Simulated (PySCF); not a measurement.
Write an ASE script for PySCF 2.14.0 that does the following.

| Item | Value |
| --- | --- |
| Task | density of states |
| Functional | PBE |
| Potentials or basis | DZVP-MOLOPT-SR/GTH-PBE (potentials made for PBE) |
| k mesh | 6 × 6 × 6 |
| Occupations | fermi-dirac, width 0.05 eV |
| Spin | no spin polarisation |
| Symmetry | no |
| Density cutoff | 88 Ha |
| Exponents discarded below (exp_to_discard) | 0.02 1/bohr^2 |
| Potentials | Ta GTH-PBE-q13 |
| Gaussian width of the DOS | 0.15 eV |
| conv_tol | 1e-07 Ha |
| max_cycle | 60 |
| Coulomb method | multigrid |

The structure of Ta lies in POSCAR:

```
Ta
1.0
   -1.6060164770      1.6060164770      1.6060164770
    1.6060164770     -1.6060164770      1.6060164770
    1.6060164770      1.6060164770     -1.6060164770
Ta
1
Direct
    0.0000000000      0.0000000000      0.0000000000
```

One way to write it, as run:

run.py

```python
import json
import numpy as np
from pyscf.pbc import gto, scf, dft, df
from pyscf.pbc.tools import pyscf_ase
from ase.io import read

atoms = read('POSCAR')
cell = pyscf_ase.cell_from_ase(atoms)
cell.basis = 'DZVP-MOLOPT-SR-GTH-q13'
cell.pseudo = 'GTH-PBE-q13'
cell.ke_cutoff = 88  # hartree
cell.exp_to_discard = 0.02
cell.precision = 1e-08
cell.max_memory = 5880  # MB
cell.verbose = 4
cell.build()

res = {}
kpts = cell.make_kpts([6, 6, 6])
mf = dft.KRKS(cell, kpts, xc='pbe')
mf = mf.multigrid_numint()
mf = mf.smearing(sigma=0.00183747, method='fermi')  # hartree
mf.conv_tol = 1e-07
mf.max_cycle = 60

atoms.calc = pyscf_ase.PySCF(method=mf)
print('ASE energy = %.8f eV' % atoms.get_potential_energy())
mf = atoms.calc.method_scan
res.update(converged=bool(mf.converged), e_tot=mf.e_tot, nelec=cell.nelectron, nao=cell.nao, mesh=list(map(int, cell.mesh)), a=cell.lattice_vectors().tolist(), coords=cell.atom_coords().tolist(),
           mo_energy=[np.real(x).tolist() for x in mf.mo_energy], mo_occ=[np.real(x).tolist() for x in mf.mo_occ])
res.update(e_free=mf.e_free, e_zero=mf.e_zero)
res.update(kpts=cell.get_scaled_kpts(kpts).tolist())
res['parts'] = {k: float(np.real(v)) for k, v in mf.scf_summary.items() if np.isscalar(v)}
json.dump(res, open('results.json', 'w'))
if not mf.converged:
    raise SystemExit('SCF not converged')

print('levels (eV)')
for i, kp in enumerate(res['kpts'][:40]):
    print('k %7.4f %7.4f %7.4f  ' % tuple(kp), ' '.join('%.3f' % (x * 27.211386) for x in res['mo_energy'][i][:12]))

# Mulliken populations
dm, s = np.asarray(mf.make_rdm1()), np.asarray(mf.get_ovlp())
sites = cell.aoslice_by_atom()[:, 2:]
tot = np.einsum('kij,kji->i', dm, s).real / len(kpts)
res['mulliken'] = [cell.atom_charge(i) - tot[a0:a1].sum() for i, (a0, a1) in enumerate(sites)]
print('Mulliken charges', np.round(res['mulliken'], 5))

# density of states, Gaussians of 0.15 eV
e = np.asarray(mf.mo_energy).real.reshape(1, -1) * 27.211386
ef = mf.get_fermi()
ef = np.max(ef) * 27.211386
x = np.arange(-15, 10.01, 0.1) + round(ef, 1)
dos = np.exp(-((x[:, None, None] - e) / 0.15) ** 2 / 2).sum(-1).T / (0.15 * np.sqrt(2 * np.pi) * len(kpts)) * 2
res.update(dos_e=x.tolist(), dos=dos.tolist())
for a, b in zip(x[::5], dos.T[::5]):
    print('%8.2f' % a, ' '.join('%9.4f' % y for y in b))
res['done'] = True
json.dump(res, open('results.json', 'w'))
```

Potentials or basis: DZVP-MOLOPT-SR/GTH-PBE (potentials made for PBE).

The run is started by

```console
$ OMP_NUM_THREADS=4 python -u run.py > log
```

It gave:

```yaml
Band_gap_on_the_k_mesh: none (metal or under the smearing width)
```

Caveat: the k mesh is coarse (spacing up to 0.46 Å⁻¹), so the values aren't converged; the basis of atomic orbitals isn't converged, which shifts pressures, moduli and gaps.

Run time: 4.9 min on 4 threads of Intel(R) Xeon(R) Processor @ 2.50GHz (Skylake/Cascade Lake) (shared host), peak memory 1.5 GiB.
